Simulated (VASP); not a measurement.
**Ir: relaxation of cell and atoms with PBEsol**

Crystal: Ir.

```
CELL_PARAMETERS angstrom
-1.53819 1.53819 1.53819
1.53819 -1.53819 1.53819
1.53819 1.53819 -1.53819
ATOMIC_POSITIONS crystal
Ir 0.00000 0.00000 0.00000
```

The cell was built by a generator and needn't be a form met in nature.

* Program: VASP 6.6.1
* Task: relaxation of cell and atoms
* Functional: PBEsol
* Potentials or basis: VASP PAW PBE potentials, release 64 (Ir)
* Cutoff: 600 eV
* k mesh: 20 × 20 × 20
* Occupations: gaussian, width 0.1 eV
* Spin: no spin polarisation
* Dipole correction: no
* Further INCAR settings: ALGO = Normal; EDIFF = 1e-07; IBRION = 2; EDIFFG = -0.01; NSW = 100; ISIF = 3

| Quantity | Value |
| --- | --- |
| Relaxed volume | 14.59 Å³/atom |
| Relaxed cell | a = 2.666 Å, b = 2.666 Å, c = 2.666 Å, α = 109.47°, β = 109.47°, γ = 109.47° |
| Space group after relaxing (to 0.05 Å) | Im-3m (No. 229) |
| Energy gained by relaxing | 0.1 meV/atom |
| Ionic steps | 3 |
| Pressure after relaxing | 0.0 GPa |
| Band gap on the k mesh | none (metal or under the smearing width) |

Step by step:
| step | energy change (eV) | largest force (eV/Å) | pressure (GPa) | volume (Å³) |
| --- | --- | --- | --- | --- |
| 1 | 0.0000 | 0.0000 | 0.89 | 14.56 |
| 2 | 0.0012 | 0.0000 | -3.10 | 14.73 |
| 3 | -0.0001 | 0.0000 | 0.01 | 14.59 |

Final structure:
```xyz
1
Lattice="-1.5395 1.5395 1.5395 1.5395 -1.5395 1.5395 1.5395 1.5395 -1.5395" Properties=species:S:1:pos:R:3 pbc="T T T"
Ir    0.0000    0.0000    0.0000
```

Levels at points of the mesh, in eV from the Fermi level:
```csv
k point,band 2,band 3,band 4,band 5,band 6,band 7
"(0.00, 0.00, 0.00)",-3.59,-3.59,-3.59,-0.54,-0.54,16.92
"(0.50, 0.00, 0.00)",-5.42,-0.72,-0.13,-0.04,2.24,7.90
"(0.50, 0.50, 0.50)",-7.01,1.53,1.53,1.53,7.85,7.85
```

It took 44 s on 1 thread of Intel(R) Xeon(R) Platinum 8259CL CPU @ 2.50GHz (Skylake/Cascade Lake), on a shared host, peak memory 0.18 GiB.

Caveat: the PAW data sets were made with another functional, which shifts forces and pressure a little. Spin-orbit coupling is left out, which matters for the levels of Ir.
